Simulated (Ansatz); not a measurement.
Runs of Ansatz 0.2.0 on TiCo. It takes space group Pm-3m (No. 221, cubic). The conventional cell has a = 2.986 Å, b = 2.986 Å, c = 2.986 Å, α = 90.00°, β = 90.00°, γ = 90.00°. Around Co (site symmetry m-3m) lie 8 Ti at 2.59 Å. Ti (site symmetry m-3m) has 8 Co at 2.59 Å as nearest neighbours. The cell comes from a database or a generator and needn't be the stable form of this composition.

```csv
task,level,spin,cell,target pressure (GPa),gap on the mesh (eV),pressure (GPa),moment (μB)
relaxation of cell and atoms,PBEsol,"collinear, ferromagnetic start",relaxed to 30 GPa,30,none,30.0,0.45
single point,PBE,"collinear, ferromagnetic start",as given,-,none,-0.5,0.82
relaxation of cell and atoms,PBEsol,"collinear, ferromagnetic start",relaxed to 20 GPa,20,none,20.0,(a)
relaxation of cell and atoms,PBEsol,"collinear, ferromagnetic start",relaxed,0,none,0.0,0.61
single point,PBE,"collinear, ferrimagnetic start",as given,-,none,-0.5,0.82
```

Alike in all rows: potentials or basis Ansatz PAW; k mesh 9 × 9 × 9; cutoff (eV) 420; smearing fermi-dirac 0.05 eV.

Task: Fill in the values left out.

Result: (a) 0.48.

Caveats: the plane-wave basis is chosen anew once the cell has moved, so the energies of steps on either side of that aren't comparable (some runs); the PAW data sets come from PBE, with cores solved anew for the run's functional, which leaves a small shift of forces and pressure (some runs).

A gap of «none» marks a metal or a gap under the smearing width.
